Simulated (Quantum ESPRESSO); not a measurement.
# TePb (Pm-3m) in Quantum ESPRESSO: a series of runs

Runs on TePb. Level: PBE. Tasks: single point, equation of state.

Program: Quantum ESPRESSO 7.5. These are calculated values, not measurements. Logs are shortened: lines on timing, memory, paths and dates and some standing lists are left out, and cuts for length are marked.

**1. The structure**

Symmetry: Pm-3m, No. 221, cubic system. The conventional cell has a = 4.002 Å, b = 4.002 Å, c = 4.002 Å, α = 90.00°, β = 90.00°, γ = 90.00°. Pb (site symmetry m-3m) has 8 Te at 3.47 Å as nearest neighbours. Around Te (site symmetry m-3m) lie 8 Pb at 3.47 Å.

Measurements of this composition are mostly on another form, of space group No. 225.

**2. Single point, PBE, spin-orbit coupling, no magnetisation, 30.13 Å³/atom**

pw.in

```
&CONTROL
  calculation = 'scf'
  prefix = 'pwscf'
  outdir = './tmp'
  pseudo_dir = './pseudo'
  tprnfor = .true.
  tstress = .true.
  disk_io = 'nowf'
/
&SYSTEM
  ibrav = 0
  nat = 2
  ntyp = 2
  ecutwfc = 80
  nbnd = 44
  occupations = 'smearing'
  smearing = 'fd'
  degauss = 0.00367493
  noncolin = .true.
  lspinorb = .true.
/
&ELECTRONS
  conv_thr = 4d-10
  electron_maxstep = 120
  mixing_beta = 0.5
/
ATOMIC_SPECIES
Pb   207.2000 Pb.upf
Te   127.6000 Te.upf
CELL_PARAMETERS angstrom
   3.9205847483    0.0000000000    0.0000000000
   0.0000000000    3.9205847483    0.0000000000
   0.0000000000    0.0000000000    3.9205847483
ATOMIC_POSITIONS crystal
Pb     0.0000000000    0.0000000000    0.0000000000
Te     0.5000000000    0.5000000000    0.5000000000
K_POINTS automatic
5 5 5 0 0 0
```

Potentials or basis: PseudoDojo 0.4 FR PBE standard.

Command:

```console
$ OMP_NUM_THREADS=1 pw.x -in pw.in > pw.out
```

pw.out:

```text
This program is part of the open-source Quantum ESPRESSO suite
     for quantum simulation of materials; please cite
         "P. Giannozzi et al., J. Phys.:Condens. Matter 21 395502 (2009);
         "P. Giannozzi et al., J. Phys.:Condens. Matter 29 465901 (2017);
         "P. Giannozzi et al., J. Chem. Phys. 152 154105 (2020);
     in publications or presentations arising from this work. More details at

     Message from routine setup:
     using ibrav=0 with symmetry is DISCOURAGED, use correct ibrav instead

     G-vector sticks info
     --------------------
     sticks:   dense  smooth     PW     G-vecs:    dense   smooth      PW
     Sum        1389    1389    401                39127    39127    6031

     Using Slab Decomposition

     bravais-lattice index     =            0
     lattice parameter (alat)  =       7.4088  a.u.
     unit-cell volume          =     406.6766 (a.u.)^3
     number of atoms/cell      =            2
     number of atomic types    =            2
     number of electrons       =        30.00
     number of Kohn-Sham states=           44
     kinetic-energy cutoff     =      80.0000  Ry
     charge density cutoff     =     320.0000  Ry
     scf convergence threshold =      4.0E-10
     mixing beta               =       0.5000
     number of iterations used =            8  plain     mixing
     Exchange-correlation= PBE
                           (   1   4   3   4   0   0   0)
     Non magnetic calculation with spin-orbit

     celldm(1)=   7.408831  celldm(2)=   0.000000  celldm(3)=   0.000000
     celldm(4)=   0.000000  celldm(5)=   0.000000  celldm(6)=   0.000000

     crystal axes: (cart. coord. in units of alat)
               a(1) = (   1.000000   0.000000   0.000000 )
               a(2) = (   0.000000   1.000000   0.000000 )
               a(3) = (   0.000000   0.000000   1.000000 )

     reciprocal axes: (cart. coord. in units 2 pi/alat)
               b(1) = (  1.000000  0.000000  0.000000 )
               b(2) = (  0.000000  1.000000  0.000000 )
               b(3) = (  0.000000  0.000000  1.000000 )

     PseudoPot. # 1 for Pb read from file:
     Pb.upf
     Pseudo is Norm-conserving + core correction, Zval = 14.0
     Generated using ONCVPSP code by D. R. Hamann
     Using radial grid of 1782 points, 10 beta functions with:
                l(1) =   0
                l(2) =   0
                l(3) =   1
                l(4) =   1
                l(5) =   1
                l(6) =   1
                l(7) =   2
                l(8) =   2
                l(9) =   2
               l(10) =   2

     PseudoPot. # 2 for Te read from file:
     Te.upf
     Pseudo is Norm-conserving + core correction, Zval = 16.0
     Generated using ONCVPSP code by D. R. Hamann
     Using radial grid of 1324 points, 10 beta functions with:
                l(1) =   0
                l(2) =   0
                l(3) =   1
                l(4) =   1
                l(5) =   1
                l(6) =   1
                l(7) =   2
                l(8) =   2
                l(9) =   2
               l(10) =   2

     atomic species   valence    mass     pseudopotential
     Pb               14.00   207.20000     Pb( 1.00)
     Te               16.00   127.60000     Te( 1.00)

     48 Sym. Ops., with inversion, found

   Cartesian axes

     site n.     atom                  positions (alat units)
         1        Pb     tau(   1) = (   0.0000000   0.0000000   0.0000000  )
         2        Te     tau(   2) = (   0.5000000   0.5000000   0.5000000  )

     number of k points=    10  Fermi-Dirac smearing, width (Ry)=  0.0037
                       cart. coord. in units 2pi/alat
        k(    1) = (   0.0000000   0.0000000   0.0000000), wk =   0.0080000
        k(    2) = (   0.0000000   0.0000000   0.2000000), wk =   0.0480000
        k(    3) = (   0.0000000   0.0000000   0.4000000), wk =   0.0480000
        k(    4) = (   0.0000000   0.2000000   0.2000000), wk =   0.0960000
        k(    5) = (   0.0000000   0.2000000   0.4000000), wk =   0.1920000
        k(    6) = (   0.0000000   0.4000000   0.4000000), wk =   0.0960000
        k(    7) = (   0.2000000   0.2000000   0.2000000), wk =   0.0640000
        k(    8) = (   0.2000000   0.2000000   0.4000000), wk =   0.1920000
        k(    9) = (   0.2000000   0.4000000   0.4000000), wk =   0.1920000
        k(   10) = (   0.4000000   0.4000000   0.4000000), wk =   0.0640000

     Dense  grid:    39127 G-vectors     FFT dimensions: (  45,  45,  45)

     Initial potential from superposition of free atoms

     starting charge      29.9972, renormalised to      30.0000
     Starting wfcs are   36 randomized atomic wfcs +    8 random wfcs

     Self-consistent Calculation

     iteration #  1     ecut=    80.00 Ry     beta= 0.50
     Davidson diagonalization with overlap
     ethr =  1.00E-02,  avg # of iterations =  3.8

     Threshold (ethr) on eigenvalues was too large:
     Diagonalizing with lowered threshold

     Davidson diagonalization with overlap
     ethr =  1.11E-04,  avg # of iterations =  4.0

     total energy              =    -350.10186804 Ry
     estimated scf accuracy    <       0.03243101 Ry

     iteration #  2     ecut=    80.00 Ry     beta= 0.50
     Davidson diagonalization with overlap
     ethr =  1.08E-04,  avg # of iterations =  3.3

     total energy              =    -350.10997859 Ry
     estimated scf accuracy    <       0.00687507 Ry

     iteration #  3     ecut=    80.00 Ry     beta= 0.50
     Davidson diagonalization with overlap
     ethr =  2.29E-05,  avg # of iterations =  2.9

     total energy              =    -350.11143203 Ry
     estimated scf accuracy    <       0.00033593 Ry

     iteration #  4     ecut=    80.00 Ry     beta= 0.50
     Davidson diagonalization with overlap
     ethr =  1.12E-06,  avg # of iterations =  6.7

     total energy              =    -350.11147417 Ry
     estimated scf accuracy    <       0.00001367 Ry

     iteration #  5     ecut=    80.00 Ry     beta= 0.50
     Davidson diagonalization with overlap
     ethr =  4.56E-08,  avg # of iterations =  1.9

     total energy              =    -350.11147680 Ry
     estimated scf accuracy    <       0.00000166 Ry

     iteration #  6     ecut=    80.00 Ry     beta= 0.50
     Davidson diagonalization with overlap
     ethr =  5.54E-09,  avg # of iterations =  2.0

     total energy              =    -350.11147705 Ry
     estimated scf accuracy    <       0.00000005 Ry

     iteration #  7     ecut=    80.00 Ry     beta= 0.50
     Davidson diagonalization with overlap
     ethr =  1.80E-10,  avg # of iterations =  3.4

     total energy              =    -350.11147706 Ry
     estimated scf accuracy    <       0.00000001 Ry

     iteration #  8     ecut=    80.00 Ry     beta= 0.50
     Davidson diagonalization with overlap
     ethr =  3.58E-11,  avg # of iterations =  2.0

     End of self-consistent calculation

          k = 0.0000 0.0000 0.0000 (  4945 PWs)   bands (ev):

   -26.4242 -26.4242 -26.4242 -26.4242 -24.9602 -24.9602 -24.9602 -24.9602
   -24.9576 -24.9576  -7.4838  -7.4838  -7.4838  -7.4838  -4.9387  -4.9387
    -4.9387  -4.9387  -4.8681  -4.8681  -1.6514  -1.6514   4.4105   4.4105
     8.4314   8.4314   9.5304   9.5304   9.5304   9.5304  14.7409  14.7409
    14.8805  14.8805  14.8805  14.8805  17.3633  17.3633  17.3633  17.3633
    21.7467  22.4010  22.4012  22.4013

          k = 0.0000 0.0000 0.2000 (  4897 PWs)   bands (ev):

   -26.4243 -26.4243 -26.4238 -26.4238 -24.9603 -24.9603 -24.9593 -24.9593
   -24.9579 -24.9579  -7.4848  -7.4848  -7.4788  -7.4788  -4.9395  -4.9395
    -4.9243  -4.9243  -4.8768  -4.8768  -1.3150  -1.3150   3.6308   3.6308
     8.6645   8.6645   9.5921   9.5921   9.9057   9.9057  13.5815  13.5815
    15.1742  15.1742  15.3746  15.3746  16.1722  16.1722  17.1176  17.1176
    20.5021  20.5021  21.5751  21.5751

          k = 0.0000 0.0000 0.4000 (  4929 PWs)   bands (ev):

   -26.4244 -26.4244 -26.4231 -26.4231 -24.9604 -24.9604 -24.9583 -24.9583
   -24.9577 -24.9577  -7.4865  -7.4865  -7.4715  -7.4715  -4.9426  -4.9426
    -4.9007  -4.9007  -4.8890  -4.8890  -0.4621  -0.4621   2.0955   2.0955
     9.5180   9.5180  10.3759  10.3759  10.7944  10.7944  11.4766  11.4766
    13.3304  13.3304  14.2844  14.2844  15.9562  15.9562  18.3406  18.3406
    21.2433  21.2433  22.4073  22.4073

          k = 0.0000 0.2000 0.2000 (  4931 PWs)   bands (ev):

   -26.4241 -26.4241 -26.4236 -26.4236 -24.9598 -24.9598 -24.9588 -24.9588
   -24.9581 -24.9581  -7.4826  -7.4826  -7.4776  -7.4776  -4.9322  -4.9322
    -4.9191  -4.9191  -4.8864  -4.8864  -0.9850  -0.9850   3.3571   3.3571
     7.6679   7.6679   9.8245   9.8245  10.6449  10.6449  12.3070  12.3070
    14.7953  14.7953  16.0620  16.0620  16.5354  16.5354  17.9571  17.9571
    19.5524  19.5524  20.1462  20.1462

          k = 0.0000 0.2000 0.4000 (  4916 PWs)   bands (ev):

   -26.4241 -26.4241 -26.4230 -26.4230 -24.9598 -24.9598 -24.9586 -24.9586
   -24.9574 -24.9574  -7.4833  -7.4833  -7.4720  -7.4720  -4.9344  -4.9344
    -4.9089  -4.9089  -4.8886  -4.8886  -0.1758  -0.1758   2.3549   2.3549
     7.7338   7.7338   9.2964   9.2964  10.6538  10.6538  12.3971  12.3971
    13.7650  13.7650  14.7950  14.7950  17.3894  17.3894  19.5552  19.5552
    20.2054  20.2054  20.9520  20.9520

          k = 0.0000 0.4000 0.4000 (  4911 PWs)   bands (ev):

   -26.4239 -26.4239 -26.4227 -26.4227 -24.9593 -24.9593 -24.9591 -24.9591
   -24.9564 -24.9564  -7.4801  -7.4801  -7.4714  -7.4714  -4.9365  -4.9365
    -4.9207  -4.9207  -4.8721  -4.8721   0.4298   0.4298   2.8164   2.8164
     6.3003   6.3003   7.1318   7.1318  10.9862  10.9862  13.3473  13.3473
    14.4818  14.4818  15.3165  15.3165  17.5488  17.5488  18.8470  18.8470
    18.9453  18.9453  19.6915  19.6916

          k = 0.2000 0.2000 0.2000 (  4917 PWs)   bands (ev):

   -26.4237 -26.4237 -26.4237 -26.4237 -24.9588 -24.9588 -24.9588 -24.9588
   -24.9585 -24.9585  -7.4786  -7.4786  -7.4783  -7.4783  -4.9216  -4.9216
    -4.9146  -4.9146  -4.8987  -4.8987  -0.6686  -0.6686   3.2441   3.2441
     7.8103   7.8103   8.4572   8.4572  10.6011  10.6011  13.0065  13.0065
    14.1916  14.1916  14.6918  14.6918  17.8931  17.8931  18.0004  18.0004
    20.8638  20.8638  21.1330  21.1330

          k = 0.2000 0.2000 0.4000 (  4903 PWs)   bands (ev):

   -26.4238 -26.4238 -26.4230 -26.4230 -24.9592 -24.9592 -24.9587 -24.9587
   -24.9573 -24.9573  -7.4799  -7.4799  -7.4723  -7.4723  -4.9283  -4.9283
    -4.9067  -4.9067  -4.8939  -4.8939   0.0796   0.0796   2.6033   2.6033
     7.6113   7.6113   8.8925   8.8925   9.2453   9.2453  11.8487  11.8487
    13.8328  13.8328  15.1511  15.1511  18.5685  18.5685  19.2885  19.2885
    19.4493  19.4493  21.2467  21.2467

          k = 0.2000 0.4000 0.4000 (  4915 PWs)   bands (ev):

   -26.4235 -26.4235 -26.4227 -26.4227 -24.9595 -24.9595 -24.9581 -24.9581
   -24.9565 -24.9565  -7.4766  -7.4766  -7.4715  -7.4715  -4.9386  -4.9386
    -4.9058  -4.9058  -4.8781  -4.8781   0.6009   0.6009   3.0723   3.0723
     6.7184   6.7184   7.3827   7.3827   9.5025   9.5025  11.5828  11.5828
    13.0733  13.0733  14.1058  14.1058  18.9431  18.9431  20.2866  20.2866
    21.1761  21.1761  22.3444  22.3444

          k = 0.4000 0.4000 0.4000 (  4878 PWs)   bands (ev):

   -26.4228 -26.4228 -26.4228 -26.4228 -24.9600 -24.9600 -24.9566 -24.9566
   -24.9566 -24.9566  -7.4719  -7.4719  -7.4714  -7.4714  -4.9495  -4.9495
    -4.8822  -4.8822  -4.8786  -4.8786   0.9217   0.9217   3.6194   3.6194
     7.5710   7.5710   7.6863   7.6863   8.1663   8.1663  10.0402  10.0402
    10.9124  10.9124  11.9151  11.9151  22.2163  22.2163  23.0157  23.0157
    23.4360  23.4360  24.8517  24.8517

     the Fermi energy is    10.8953 ev

!    total energy              =    -350.11147707 Ry
     estimated scf accuracy    <          7.8E-11 Ry
     smearing contrib. (-TS)   =      -0.00083473 Ry
     internal energy E=F+TS    =    -350.11064234 Ry

     The total energy is F=E-TS. E is the sum of the following terms:
     one-electron contribution =    -112.98296666 Ry
     hartree contribution      =      73.45264464 Ry
     xc contribution           =     -88.98993965 Ry
     ewald contribution        =    -221.59038067 Ry

     convergence has been achieved in   8 iterations

     Forces acting on atoms (cartesian axes, Ry/au):

     atom    1 type  1   force =     0.00000000    0.00000000    0.00000000
     atom    2 type  2   force =     0.00000000    0.00000000    0.00000000

     Total force =     0.000000     Total SCF correction =     0.000000

     Computing stress (Cartesian axis) and pressure

          total   stress  (Ry/bohr**3)                   (kbar)     P=       29.28
   0.00019906   0.00000000   0.00000000           29.28        0.00        0.00
   0.00000000   0.00019906   0.00000000            0.00       29.28        0.00
   0.00000000   0.00000000   0.00019906            0.00        0.00       29.28

=------------------------------------------------------------------------------=
   JOB DONE.
=------------------------------------------------------------------------------=
```

It took 68 s on 1 thread of Arm Neoverse V1, shared host; peak memory 0.21 GiB.

What came out:

```
Free energy            : -4763.5093 eV
Pressure               : 2.9 GPa
Band gap on the k mesh : none (metal or under the smearing width)
```

Caveat: the k mesh is coarse.

**3. Single point, PBE, spin-orbit coupling, no magnetisation, 30.77 Å³/atom**

Edit pw.in of step 2 so:

```diff
@@ -30,5 +30,5 @@
 CELL_PARAMETERS angstrom
-   3.9205847483    0.0000000000    0.0000000000
-   0.0000000000    3.9205847483    0.0000000000
-   0.0000000000    0.0000000000    3.9205847483
+   3.9481954097    0.0000000000    0.0000000000
+   0.0000000000    3.9481954097    0.0000000000
+   0.0000000000    0.0000000000    3.9481954097
 ATOMIC_POSITIONS crystal
```

Potentials or basis: PseudoDojo 0.4 FR PBE standard.

Command:

```console
$ OMP_NUM_THREADS=1 pw.x -in pw.in > pw.out
```

It took 69 s on 1 thread of Arm Neoverse V1, shared host; peak memory 0.21 GiB.

Results (log left out):

- Free energy: -4763.5287 eV
- Pressure: 1.9 GPa
- Band gap on the k mesh: none (metal or under the smearing width)

Caveat: the k mesh is coarse.

**4. Single point, PBE, spin-orbit coupling, no magnetisation, 31.41 Å³/atom**

Edit pw.in of step 3 so:

```diff
@@ -30,5 +30,5 @@
 CELL_PARAMETERS angstrom
-   3.9481954097    0.0000000000    0.0000000000
-   0.0000000000    3.9481954097    0.0000000000
-   0.0000000000    0.0000000000    3.9481954097
+   3.9754252041    0.0000000000    0.0000000000
+   0.0000000000    3.9754252041    0.0000000000
+   0.0000000000    0.0000000000    3.9754252041
 ATOMIC_POSITIONS crystal
```

Command:

```console
$ OMP_NUM_THREADS=1 pw.x -in pw.in > pw.out
```

It took 83 s on 1 thread of Arm Neoverse V1, shared host; peak memory 0.22 GiB.

The run converged. Its results:

| Quantity | Value |
| --- | --- |
| Free energy | -4763.5403 eV |
| Pressure | 1.0 GPa |
| Band gap on the k mesh | none (metal or under the smearing width) |

Caveat: the k mesh is coarse.

**5. Single point, PBE, spin-orbit coupling, no magnetisation, 32.05 Å³/atom**

Edit pw.in of step 4 so:

```diff
@@ -30,5 +30,5 @@
 CELL_PARAMETERS angstrom
-   3.9754252041    0.0000000000    0.0000000000
-   0.0000000000    3.9754252041    0.0000000000
-   0.0000000000    0.0000000000    3.9754252041
+   4.0022870000    0.0000000000    0.0000000000
+   0.0000000000    4.0022870000    0.0000000000
+   0.0000000000    0.0000000000    4.0022870000
 ATOMIC_POSITIONS crystal
```

Command:

```console
$ OMP_NUM_THREADS=1 pw.x -in pw.in > pw.out
```

It took 70 s on 1 thread of Arm Neoverse V1, shared host; peak memory 0.21 GiB.

It converged, with:

```
Free energy            : -4763.5449 eV
Pressure               : 0.2 GPa
Band gap on the k mesh : none (metal or under the smearing width)
```

Caveat: the k mesh is coarse.

**6. Single point, PBE, spin-orbit coupling, no magnetisation, 32.70 Å³/atom**

Edit pw.in of step 5 so:

```diff
@@ -30,5 +30,5 @@
 CELL_PARAMETERS angstrom
-   4.0022870000    0.0000000000    0.0000000000
-   0.0000000000    4.0022870000    0.0000000000
-   0.0000000000    0.0000000000    4.0022870000
+   4.0287929844    0.0000000000    0.0000000000
+   0.0000000000    4.0287929844    0.0000000000
+   0.0000000000    0.0000000000    4.0287929844
 ATOMIC_POSITIONS crystal
```

Potentials or basis: PseudoDojo 0.4 FR PBE standard.

Command:

```console
$ OMP_NUM_THREADS=1 pw.x -in pw.in > pw.out
```

It took 70 s on 1 thread of Arm Neoverse V1, shared host; peak memory 0.22 GiB.

The run converged. Its results:

| Property | Result |
| --- | --- |
| Free energy | -4763.5431 eV |
| Pressure | -0.6 GPa |
| Band gap on the k mesh | none (metal or under the smearing width) |

Caveat: the k mesh is coarse.

**7. Single point, PBE, spin-orbit coupling, no magnetisation, 33.34 Å³/atom**

Edit pw.in of step 6 so:

```diff
@@ -30,5 +30,5 @@
 CELL_PARAMETERS angstrom
-   4.0287929844    0.0000000000    0.0000000000
-   0.0000000000    4.0287929844    0.0000000000
-   0.0000000000    0.0000000000    4.0287929844
+   4.0549547108    0.0000000000    0.0000000000
+   0.0000000000    4.0549547108    0.0000000000
+   0.0000000000    0.0000000000    4.0549547108
 ATOMIC_POSITIONS crystal
```

Command:

```console
$ OMP_NUM_THREADS=1 pw.x -in pw.in > pw.out
```

Wall time 70 s (1 thread of Arm Neoverse V1, shared host); peak memory 0.22 GiB.

Results (log left out):

| Item | Value |
| --- | --- |
| Free energy | -4763.5356 eV |
| Pressure | -1.3 GPa |
| Band gap on the k mesh | none (metal or under the smearing width) |

Caveat: the k mesh is coarse.

**8. Single point, PBE, spin-orbit coupling, no magnetisation, 33.98 Å³/atom**

Edit pw.in of step 7 so:

```diff
@@ -30,5 +30,5 @@
 CELL_PARAMETERS angstrom
-   4.0549547108    0.0000000000    0.0000000000
-   0.0000000000    4.0549547108    0.0000000000
-   0.0000000000    0.0000000000    4.0549547108
+   4.0807831442    0.0000000000    0.0000000000
+   0.0000000000    4.0807831442    0.0000000000
+   0.0000000000    0.0000000000    4.0807831442
 ATOMIC_POSITIONS crystal
```

Command:

```console
$ OMP_NUM_THREADS=1 pw.x -in pw.in > pw.out
```

Run time: 69 s. Hardware: 1 thread of Arm Neoverse V1, shared host; peak memory 0.23 GiB.

Results (log left out):

* Free energy: -4763.5229 eV
* Pressure: -1.9 GPa
* Band gap on the k mesh: none (metal or under the smearing width)

Caveat: the k mesh is coarse.

**9. Equation of state, PBE, spin-orbit coupling, no magnetisation**

Potentials or basis: PseudoDojo 0.4 FR PBE standard.

No new run: the results of the series are fitted here.

What came out:

```yaml
Equilibrium_volume: 32.19 Å³/atom
Bulk_modulus: 39 GPa
Pressure_derivative_of_the_bulk_modulus: 4.0
```

Energy against volume, from the lowest point:
| volume (Å³/atom) | energy (meV/atom) |
| --- | --- |
| 30.132 | 17.78 |
| 30.773 | 8.09 |
| 31.414 | 2.29 |
| 32.055 | 0.00 |
| 32.696 | 0.88 |
| 33.337 | 4.63 |
| 33.978 | 11.00 |
